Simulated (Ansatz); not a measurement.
# Br: the cost of one run

Computed with Ansatz 0.2.0 (DFT PBE, scalar-relativistic, plane waves, PAW, unless a step's input says otherwise).

### Step 1. The system as given

It takes space group I4/mmm (No. 139, tetragonal). The conventional cell has a = 2.847 Å, b = 2.847 Å, c = 7.155 Å, α = 90.00°, β = 90.00°, γ = 90.00°. Br (site symmetry 4/mmm) is surrounded by 4 Br at 2.85 Å.

As a file:

```
CELL_PARAMETERS angstrom
0.00000 -2.84698 0.00000
2.84698 0.00000 0.00000
-1.42349 1.42349 3.57752
ATOMIC_POSITIONS crystal
Br 0.00000 0.00000 0.00000
```

The structure comes from the Materials Project (structure only).

### Step 2. Self-consistent density

input.yaml reads:

```yaml
crystal:
  lattice:
    - [0.0, -2.84698341, 0.0]
    - [2.84698341, 0.0, 0.0]
    - [-1.423491705, 1.423491705, 3.57751737]
  atoms:
    - { symbol: Br, position: [0.0, 0.0, 0.0] }
basis:
  ecutwfc: 420
  fft_grid_basis: typed
kpoints:
  mp_grid: { grid: [10, 10, 10] }
hamiltonian:
  xc: pbe
  pseudopotentials: { kind: paw }
scf:
  occupations: { method: gaussian, width: 0.05 }
output:
  forces: true
  stress: true
  eigenvalues: true
  bader: true
  write_density: true
  volumetric_format: npy
  elf: true
```

On the command line:

```
> ansatz run input.yaml --threads 1 --pin off --max-ram 2560MiB --backend cpu --events-out ev --progress --plain --runs-dir out
```

What time and memory should one allow on 1 thread of Arm Neoverse N1, shared host?

About 6.9 s, with a peak of 0.27 GiB.
